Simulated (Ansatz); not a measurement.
input.yaml (Ansatz)

```yaml
crystal:
  lattice:
    - [-2.9482820713, 2.9504023647, 1.5888172584]
    - [2.9504023647, -2.9482820713, 1.5888172584]
    - [2.9460530987, 2.9460530987, -1.5849306448]
  atoms:
    - { symbol: Sn, position: [2.51473e-05, 0.9999748527, 0.0] }
    - { symbol: Sn, position: [0.7499748527, 0.2500251473, 0.5] }
hamiltonian:
  xc: r2scan
  pseudopotentials:
    kind: paw
    azcp:
      Sn: "pseudopotentials/Sn.paw.azcp"
basis:
  ecutwfc: 500
  fft_grid_basis: typed
kpoints:
  mp_grid: { grid: [11, 11, 8], shift: [0, 0, 0] }
magnetization:
  spin_polarized: false
scf:
  occupations: { method: methfessel_paxton, width: 0.01 }
  lower_state_search: "off"
output:
  stress: true
  write_density: true
  write_potential: true
  elf: true
  volumetric_format: npy
```

and its output:

```
Engine: ansatz 0.2.0, aarch64-unknown-linux-gnu
Pseudopotentials: kind: paw
Pseudopotential: Sn, paw, valence charge 14, recommended cutoff 500 eV (meta_gga) 
Functional definition: r2SCAN
  parameter k0 = 0.174
  parameter k1 = 0.065
  parameter a1 = 4.9479
  exchange = r2scan_x(k0 = k0, k1 = k1, a1 = a1)
  correlation = r2scan_c
Crystal: 2 atoms, lattice volume = 55.240 Å³
Basis set: ecut = 500 eV, 1389 PW (Γ), exchange–correlation on 144×144×144 points (64 copies of the dense FFT grid, shifted against one another)
Bands: 18, of which v1, the nominal top of the filled ones, is band 14 counted from 1 (13 counted from 0)
Symmetry: 4 space group operations
Space group: C2/c (ITA 15), of the structure as read, at distance tolerance 3.8e-5 Å
k-points: 270 of 968
Non-local potential: Sn, projectors of the file, l = 0: 2, l = 1: 2, l = 2: 2, l = 3: 2
PAW form: soft (Blöchl's): semilocal exchange-correlation on the pseudo side does not see the compensation charge
PAW frozen core: Sn, regenerated for the run's functional (the file was generated under x = pbe(κ = 0.804, μ = 0.2195149727645171), c = pbe(β = 0.06672455060314922))
PAW one-centre angular grid: Sn, 590 points (default); XC on 249 of its mesh's 2787 points in the sphere
Initial density: superposition of atomic densities (neutral atoms: chi_scale 0, normalization atom), corrected by the library's trained network
Initial wavefunctions: pseudopotential atomic-orbital guess
Functional: x = r2scan, c = r2scan; τ floored in thin density (d = 2e-4 eV/Å³)
SCF iter   1: F=—  HF=-12077.018479 eV  |F-HF|=—  |Δ(HF+E_count)|=         —  Δρ=5.33e-3  dr2=6.76e-3  dr2_τ=1.57e-3  ethr=1.77e-3  ⟨swp⟩=6.1  Hψ=25480  notcnv=0
SCF iter   2: F=—  HF=-12077.037192 eV  |F-HF|=—  |Δ(HF+E_count)|=   1.87e-2  S|Δr|=    0.00e0  Δρ=2.03e-3  dr2=1.11e-3  dr2_τ=3.09e-5  ethr=2.41e-5  ⟨swp⟩=2.9  Hψ=12157  notcnv=0  defer=62
SCF iter   3: F=—  HF=-12077.038052 eV  |F-HF|=—  |Δ(HF+E_count)|=   8.60e-4  S|Δr|=    0.00e0  Δρ=7.00e-4  dr2=1.24e-4  dr2_τ=7.36e-6  ethr=3.96e-6  ⟨swp⟩=2.0  Hψ=6896  notcnv=0  defer=62
SCF iter   4: F=—  HF=-12077.038095 eV  |F-HF|=—  |Δ(HF+E_count)|=   4.35e-5  S|Δr|=    0.00e0  Δρ=4.81e-5  dr2=1.01e-6  dr2_τ=3.43e-8  ethr=4.44e-7  ⟨swp⟩=2.9  Hψ=9167  notcnv=0  defer=62
SCF iter   5: F=—  HF=-12077.038096 eV  |F-HF|=—  |Δ(HF+E_count)|=   4.17e-7  S|Δr|=    0.00e0  Δρ=1.41e-5  dr2=6.65e-8  dr2_τ=1.36e-9  ethr=3.57e-10  ⟨swp⟩=11.2  Hψ=35769  notcnv=0
SCF iter   6: F=-12077.038096 eV  HF=-12077.038096 eV  |F-HF|=6.66e-10  |Δ(HF+E_count)|=   9.17e-8  S|Δr|=    0.00e0  Δρ=1.58e-6  dr2=2.04e-9  dr2_τ=7.26e-11  ethr=2.38e-10  ⟨swp⟩=6.6  Hψ=28577  notcnv=0
SCF 1 converged in 6 iterations: F = -12077.038096 eV  dr2 = 2.04e-9
SCF converged after 6 iterations
Stability not checked: this state was not tested for a lower state beside it, because cold or Methfessel-Paxton smearing, or corrected tetrahedra, fill the levels in a way that the test cannot read (fill_not_monotonic; see scf.lower_state_search)
Free energy (F): -12077.038096 eV
Harris-Foulkes:  -12077.038096 eV  (|F-HF|=6.66e-10)
Internal energy: -12077.038087 eV  (E = F + TS)
E sigma→0 (E₀):  -12077.038093 eV
Entropy (-TS):   -0.000009 eV (-0.005 meV/atom)
Fermi energy:    10.389845 eV
--- Per-component energies (eV) ---
  E_band       = -189.105583
  E_kinetic    = 372.495192
  E_local      = -1725.249337  (includes V_loc(G=0)·N_el)
  E_nonlocal   = -65.662870
  E_hartree    = 1076.198200
  E_xc         = -749.258651
  E_vxc        = -208.846783  (∫ρ·V_xc dr)
  E_paw        = -8318.383965  (= ΣΔE_a)
  E_vpaw       = -727.516214  (= ΣTr[D̂ρ^β])
  E_aug_tail   = -0.000001  (compensation charges beyond the density's cutoff)
  E_vtau       = 13.278330  (kinetic-family band-sum trace: ∫τ·v_τ [+ j·A + Jᵃ·Aᵃ] dr)
  E_ewald      = -2668.647296
  E_core_change = 1.470640  (= ΣΔE_core)
  E_smearing   = -0.000009  (= −TS)
  E_closure    = 0.000000  (closes the sum)
  Σ components = -12077.038096   (vs F -12077.038096, Δ=0.00e0)
--- Stress (GPa, compression-positive) ---
       -0.060826      -0.053480      -0.095964
       -0.053480      -0.060826      -0.095964
       -0.095964      -0.095964       0.027542
  P = ⅓ Tr σ = -0.0314 GPa (-0.314 kbar)
--- Band table (eV; the first three rows and the last of 270) ---
  k-point 0: bands = ["-11.9744", "-11.9016", "-11.8479", "-11.8462", "-11.6810", "-11.6808", "-11.6721", "-11.6719", "-11.5876", "-11.4779", "-1.1218", "6.5911", "8.2543", "8.2657", "13.7529", "16.7808", "16.7842", "17.6888"]
  k-point 1: bands = ["-11.9613", "-11.9035", "-11.8551", "-11.8355", "-11.6873", "-11.6748", "-11.6689", "-11.6674", "-11.5953", "-11.4911", "-0.9769", "5.5262", "8.4271", "9.0898", "14.3922", "15.6225", "16.0629", "17.6107"]
  k-point 2: bands = ["-11.9238", "-11.9069", "-11.8718", "-11.8054", "-11.7081", "-11.6639", "-11.6614", "-11.6540", "-11.6161", "-11.5254", "-0.5423", "3.9359", "8.9398", "10.1047", "13.9199", "14.6849", "16.1585", "17.2626"]
  k-point 269: bands = ["-11.9120", "-11.9120", "-11.7158", "-11.7158", "-11.6978", "-11.6978", "-11.6742", "-11.6742", "-11.6665", "-11.6665", "2.4819", "2.4819", "5.5569", "5.5569", "15.9172", "15.9172", "19.8685", "19.8685"]
```

Launched by

```sh
ansatz run input.yaml --threads 2 --pin off --max-ram 5120MiB --backend cpu --events-out ev --progress --plain --runs-dir out
```

On 2 threads of Arm Neoverse V1 (shared host) this took about 24 s of wall time and 48 s of CPU time, with 0.72 GiB at the peak.
